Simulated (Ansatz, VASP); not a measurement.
**KF in VASP and in Ansatz**

```
K F
1.0
     3.08323   -0.00771   -0.00771
    -0.00771    3.08323   -0.00771
    -0.00771   -0.00771    3.08323
K F
1 1
Direct
  0.00000 0.00000 0.00000
  0.50000 0.50000 0.50000
```

Change from the starting cell: equal xy, yz and zx engineering shears of -0.5 %.

Alike in both runs: functional LDA; k mesh 8 × 8 × 8; no spin polarisation.

Ansatz relaxed the structure, and its values are those at the end. VASP's run is a single point on that final structure, the one shown.

|  | VASP | Ansatz |
| --- | --- | --- |
| version | VASP 6.6.1 | Ansatz 0.2.0 |
| potentials or method | VASP PAW LDA potentials, release 64 (K_sv, F), cutoff 520 eV | all-electron LAPW, scalar-relativistic |
| occupations | gaussian, width 0.01 eV | fixed |

|  | VASP | Ansatz | Ansatz less VASP |
| --- | --- | --- | --- |
| gap on the k mesh at the Fermi level (eV) | 7.20 | 7.21 | +0.005 |
| pressure (GPa) | 0.4 | 0.0 | -0.33 |

Ansatz ran all-electron here, so the differences hold the error of VASP's frozen core and of both bases.

A k mesh can miss the band edges.
